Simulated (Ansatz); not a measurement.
# NiO on a mismatched substrate

Method: Ansatz, DFT r2SCAN, scalar-relativistic, plane waves, PAW. Settings: 500 eV cutoff, 10×10×8 k-mesh, Gaussian smearing of 0.02 eV, collinear spin.

Reference structure (relaxed):

```yaml
crystal:
  lattice:
    - [2.09430, 2.09430, 0.00000]
    - [-2.09430, 2.09430, 0.00000]
    - [0.00000, 0.00000, 4.18860]
  atoms:
    - { symbol: Ni, position: [0.00000, 0.00000, 0.00000] }
    - { symbol: Ni, position: [0.50000, 0.50000, 0.50000] }
    - { symbol: O, position: [0.50000, 0.50000, 0.00000] }
    - { symbol: O, position: [0.00000, 0.00000, 0.50000] }
```

The a-b plane is strained alike in both directions, as on a substrate, while c and the atoms relax within the symmetry that the strain leaves. Stress is positive in compression; energies are free energies at the smearing used, per atom.

With moments and this functional the run may sit in a state above the lowest one.

```
strain (%) c (Å)  σ in plane (GPa)  ΔE (meV/atom)
      -6.0  4.4058             35.83         112.24
      -4.0  4.3140             22.40          46.63
      -2.0  4.2483              9.77          10.66
      +0.0  4.1886              0.01           0.00
      +2.0  4.1341             -7.41           8.93
      +4.0  4.0839            -12.93          32.82
      +6.0  4.0378            -16.93          67.94
```

Get the biaxial modulus twice, from the stresses and from the energies of the innermost pair.

From stress: M = −Δσ/Δε = (9.77 − (-7.41)) / 0.040 = 430 GPa. Two in-plane directions each store σε/2, so the energy density is Mε²: M = (mean ΔE)/(V ε²) = 9.80 meV / (9.186 Å³ × 0.020²) × 0.16022 GPa Å³/meV = 427 GPa. The two agree.

How well does Mε², with M from the stresses, predict the outermost points?

88.7 meV predicted against 112.2 computed at -6.0 %; 88.7 meV predicted against 67.9 computed at +6.0 %. Compression costs more than stretching, the usual sign of bonds that stiffen as they shorten.

How does c respond, and up to what thickness can a film with 1 % or 2 % misfit stay coherent on a thick substrate?

c answers with ε_c = −0.68 ε. In an isotropic solid that ratio is 2ν/(1 − ν), so ν = r/(2 + r) = 0.25. A film of thickness h stores Mε²h per area, 43.0 mJ/m² per nm at 1 %. The Matthews–Blakeslee balance for pure edge misfit dislocations, h = b/(8πf(1 + ν)) × (ln(h/b) + 1), with b taken as the in-plane vector a = 2.96 Å, solved by iteration, gives 3.2 nm at f = 1 % and 1.1 nm at 2 %. This is an isotropic estimate in which the moduli cancel; the real Burgers vector, glide system, anisotropy and slow kinetics can shift it by a factor of a few, mostly upward.